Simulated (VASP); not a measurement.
# RbBr (Fm-3m) in VASP: a series of runs, part 3 of 3

VASP 6.6.1. The steps go on from the part before.

## 6. Relaxation of cell and atoms, PBEsol

INCAR reads:

```
SYSTEM = RbBr
  PREC = Accurate
  ENCUT = 600
  EDIFF = 1E-6
  ISMEAR = 0
  SIGMA = 0.03
  LREAL = .FALSE.
  LASPH = .TRUE.
  NELM = 80
  ALGO = Normal
  ISIF = 3
  LWAVE = .FALSE.
  LCHARG = .FALSE.
  GGA = PS
  IBRION = 2
  NSW = 90
  EDIFFG = -0.01
  KPAR = 4
```

KPOINTS reads:

```
Automatic mesh
0
G
  8 8 8
  0 0 0
```

POSCAR reads:

```
RbBr
1.0
    0.0000000000      3.4270000000      3.4270000000
    3.4270000000      0.0000000000      3.4270000000
    3.4270000000      3.4270000000      0.0000000000
Rb Br
1 1
Direct
    0.0000000000      0.0000000000      0.0000000000
    0.5000000000      0.5000000000      0.5000000000
```

Potentials or basis: VASP PAW PBE potentials, release 64 (Rb_sv, Br).

Run with:

```bash
$ cat potpaw_PBE.64/Rb_sv/POTCAR potpaw_PBE.64/Br/POTCAR > POTCAR
$ mpirun -np 4 vasp_std > vasp.out
```

OUTCAR:

```text
SYSTEM = RbBr
   PREC = Accurate
   ENCUT = 600
   EDIFF = 1E-6
   ISMEAR = 0
   LREAL = .FALSE.
   LASPH = .TRUE.
   NELM = 80
   ISIF = 3
   GGA = PS
   IBRION = 2
   NSW = 90
   EDIFFG = -0.01

 ion  position               nearest neighbor table
   1  0.000  0.000  0.000-   2 3.43   2 3.43   2 3.43   2 3.43   2 3.43   2 3.43
   2  0.500  0.500  0.500-   1 3.43   1 3.43   1 3.43   1 3.43   1 3.43   1 3.43

  LATTYP: Found a face centered cubic cell.
 ALAT       =     6.8540000000

  Lattice vectors:

 A1 = (   0.0000000000,   3.4270000000,   3.4270000000)
 A2 = (   3.4270000000,   0.0000000000,   3.4270000000)
 A3 = (   3.4270000000,   3.4270000000,   0.0000000000)

Analysis of symmetry for initial positions (statically):
=====================================================================
 Subroutine PRICEL returns:
 Original cell was already a primitive cell.

 Routine SETGRP: Setting up the symmetry group for a
 face centered cubic supercell.

 Subroutine GETGRP returns: Found 48 space group operations
 (whereof 48 operations were pure point group operations)
 out of a pool of 48 trial point group operations.

The static configuration has the point symmetry O_h .

Analysis of symmetry for dynamics (positions and initial velocities):
=====================================================================
 Subroutine PRICEL returns:
 Original cell was already a primitive cell.

 Routine SETGRP: Setting up the symmetry group for a
 face centered cubic supercell.

 Subroutine GETGRP returns: Found 48 space group operations
 (whereof 48 operations were pure point group operations)
 out of a pool of 48 trial point group operations.

The dynamic configuration has the point symmetry O_h .

 Subroutine INISYM returns: Found 48 space group operations
 (whereof 48 operations are pure point group operations),
 and found     1 'primitive' translations
[... 122 lines left out ...]
   AEXX    =    0.0000 exact exchange contribution
   IVDW    =     0    specifies the selected vdW correction
   LEPSILON=     F    determine dielectric tensor
   LRPA    =     F    only Hartree local field effects (RPA)
 conjugate gradient relaxation of ions
 non-spin polarized calculation
 Gauss-broadening in eV      SIGMA  =   0.03
  energy-cutoff  :      600.00
  volume of cell :       80.50
 maximum number of plane-waves:      2733
   NGX = 19   NGY = 19   NGZ = 19

 number of electron      16.0000001 magnetization

 Free energy of the ion-electron system (eV)
  ---------------------------------------------------
  ext. energy  EPLUGINS =         0.00000000
  ---------------------------------------------------
  free energy    TOTEN  =        -6.35542741 eV

  energy without entropy =       -6.35542741  energy(sigma->0) =       -6.35542741

 E-fermi :  -1.6366     XC(G=0):  -7.4053

 val. band max:       -1.8452028215   @ k =   0.0000   0.0000   0.0000
 cond. band min:       2.3663138065   @ k =   0.0000   0.0000   0.0000
 fundamental gap:      4.2115166280
 Fermi energy:        -1.6366086921

 k-point     1 :       0.0000    0.0000    0.0000
  band No.  band energies     occupation
      1     -26.2004      2.00000
      2     -14.0388      2.00000
      3     -10.2879      2.00000
      4     -10.2879      2.00000
      5     -10.2879      2.00000
      6      -1.8452      2.00000
      7      -1.8452      2.00000
      8      -1.8452      2.00000
      9       2.3663      0.00000
     10       5.3551      0.00000
     11       5.3551      0.00000
     12       5.3551      0.00000
[... 331 lines left out ...]
 k-point    24 :      -0.3750    0.2500    0.1250
  band No.  band energies     occupation
      1     -26.1893      2.00000
      2     -14.0468      2.00000
      3     -10.3586      2.00000
      4     -10.3442      2.00000
      5     -10.2695      2.00000
      6      -2.6324      2.00000
      7      -2.2066      2.00000
      8      -2.1847      2.00000
      9       4.9991      0.00000
     10       5.4617      0.00000
     11       6.9335      0.00000
     12       7.0678      0.00000

 [... further k-points ...]

------------------------ aborting loop because EDIFF is reached ----------------------------------------

  FORCE on cell =-STRESS in cart. coord.  units (eV):
  Direction    XX          YY          ZZ          XY          YZ          ZX
  --------------------------------------------------------------------------------------
  -------------------------------------------------------------------------------------
  Total       -0.0116511     -0.0116511     -0.0116511      0.0000000      0.0000000     -0.0000000
  in kB       -0.2319015     -0.2319015     -0.2319015      0.0000000      0.0000000     -0.0000000
  external PRESSURE =      -0.2319015 kB  Pullay stress =       0.0000000 kB

 VOLUME and BASIS-vectors are now :
 -----------------------------------------------------------------------------
  energy-cutoff  :      600.00
  volume of cell :       80.50
      direct lattice vectors                 reciprocal lattice vectors
     0.000000000  3.427000000  3.427000000    -0.145900204  0.145900204  0.145900204
     3.427000000  0.000000000  3.427000000     0.145900204 -0.145900204  0.145900204
     3.427000000  3.427000000  0.000000000     0.145900204  0.145900204 -0.145900204

 POSITION                                       TOTAL-FORCE (eV/Angst)
 -----------------------------------------------------------------------------------
      0.00000      0.00000      0.00000         0.000000     -0.000000     -0.000000
      3.42700      3.42700      3.42700        -0.000000      0.000000      0.000000
 -----------------------------------------------------------------------------------
    total drift:                                0.000000     -0.000000     -0.000000

  FREE ENERGIE OF THE ION-ELECTRON SYSTEM (eV)
  ---------------------------------------------------
  free  energy   TOTEN  =        -6.3554274114 eV

  energy  without entropy=       -6.3554274114  energy(sigma->0) =       -6.35542741

 reached required accuracy - stopping structural energy minimisation
```

OSZICAR:

```text
N       E                     dE             d eps       ncg     rms          rms(c)
DAV:   1     0.988432553557E+02    0.98843E+02   -0.71921E+03   696   0.126E+03
DAV:   2     0.105583195475E+01   -0.97787E+02   -0.90677E+02   952   0.199E+02
DAV:   3    -0.635175914523E+01   -0.74076E+01   -0.73611E+01   856   0.606E+01
DAV:   4    -0.655888837378E+01   -0.20713E+00   -0.20699E+00  1092   0.965E+00
DAV:   5    -0.656039640788E+01   -0.15080E-02   -0.15080E-02   880   0.910E-01    0.277E+00
DAV:   6    -0.636150005367E+01    0.19890E+00   -0.32285E-01   808   0.285E+00    0.186E+00
DAV:   7    -0.634465367603E+01    0.16846E-01   -0.13654E-01   848   0.196E+00    0.912E-01
DAV:   8    -0.635432515055E+01   -0.96715E-02   -0.14030E-02   824   0.802E-01    0.871E-02
DAV:   9    -0.635506011463E+01   -0.73496E-03   -0.10810E-03   900   0.190E-01    0.604E-02
DAV:  10    -0.635541136736E+01   -0.35125E-03   -0.38070E-04   760   0.134E-01    0.119E-02
DAV:  11    -0.635542449593E+01   -0.13129E-04   -0.30992E-05   868   0.349E-02    0.994E-03
DAV:  12    -0.635542738917E+01   -0.28932E-05   -0.14762E-05   796   0.217E-02    0.312E-03
DAV:  13    -0.635542741137E+01   -0.22204E-07   -0.26673E-07   676   0.405E-03
   1 F= -.63554274E+01 E0= -.63554274E+01  d E =-.635543E+01
```

Wall time 6.9 s (4 MPI ranks of Intel Xeon 6975P-C (Granite Rapids), shared host); peak memory 0.25 GiB.

What came out:

```
Free energy             : -6.3554 eV
Pressure after relaxing : 0.0 GPa
Band gap on the k mesh  : 4.21 eV, direct
```

Final structure:
```cif
data_structure
_symmetry_space_group_name_H-M 'P 1'
_symmetry_Int_Tables_number 1
_cell_length_a 4.8465
_cell_length_b 4.8465
_cell_length_c 4.8465
_cell_angle_alpha 60.000
_cell_angle_beta 60.000
_cell_angle_gamma 60.000
_cell_volume 80.50
loop_
_atom_site_label
_atom_site_type_symbol
_atom_site_fract_x
_atom_site_fract_y
_atom_site_fract_z
_atom_site_occupancy
Rb1 Rb 0.00000 0.00000 0.00000 1
Br1 Br 0.50000 0.50000 0.50000 1
```

Caveat: the relaxation stopped at its first step, so nothing moved; the PAW data sets were made with another functional, which shifts forces and pressure a little. A k mesh can miss the band edges.
